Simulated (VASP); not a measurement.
# Na, self-consistent run: which settings are enough?

Na, Im-3m (no. 229), 1 atom in the cell. PBE; PAW potentials Na_pv (PBE set). VASP 6.6.1.

Wanted: energy within 0.2 meV/atom; Fermi level within 0.005 eV.

What the run is for: comparing ways to start; Accuracy asked: tight.

POSCAR:
```
Na
1.0
   -2.1410000000      2.1410000000      2.1410000000
    2.1410000000     -2.1410000000      2.1410000000
    2.1410000000      2.1410000000     -2.1410000000
Na
1
Direct
    0.0000000000      0.0000000000      0.0000000000
```

## How the run starts (with a second run first, the time holds both)

| How the run starts (with a second run first, the time holds both) | Energy less reference (meV/atom) | Fermi level (eV) | Time (s) |
|---|---|---|---|
| from scratch: 9 SCF iterations | 0.00 | 0.1758 | 2.6 |
| density of a coarse mesh (ICHARG 1): 9 + 7 SCF iterations | 0.00 | 0.1759 | 3.6 |
| orbitals of a lower cutoff (ISTART 1): 9 + 5 SCF iterations | 0.00 | 0.1759 | 4.3 |
| orbitals of a loose run: 6 + 4 SCF iterations | 0.00 | 0.1759 | 3.6 |

## Question

For each series: keep the first row unless others stay within half of the tolerance and take at least 30 % less time, and then take the fastest.

## Answer

- How the run starts (with a second run first, the time holds both): from scratch: 9 SCF iterations

The chosen settings are those of the reference run.

## The input

INCAR:
```
ALGO = Normal
EDIFF = 1E-6
ENCUT = 400
GGA = PE
GGA_COMPAT = F
ISIF = 2
ISMEAR = 1
LASPH = T
LCHARG = F
LREAL = F
LWAVE = F
NELM = 120
PREC = Accurate
SIGMA = 0.1
```

KPOINTS:
```
k-points
0
Gamma
  11 11 11
```

Commands:
```
cat potpaw_PBE.64/Na_pv/POTCAR > POTCAR
mpirun -np 1 vasp_std > vasp.out
```

The chosen input took VASP 6.6.1 2.6 s on 1 core (Intel Xeon Platinum 8488C (Sapphire Rapids)), a shared host.

## An input that fails: restart asked without its files

VASP's message: ERROR: charge density could not be read from file CHGCAR for ICHARG>10.

Changes against the starting input:
```
- NELM = 120
+ NELM = 60
+ ICHARG = 11
```
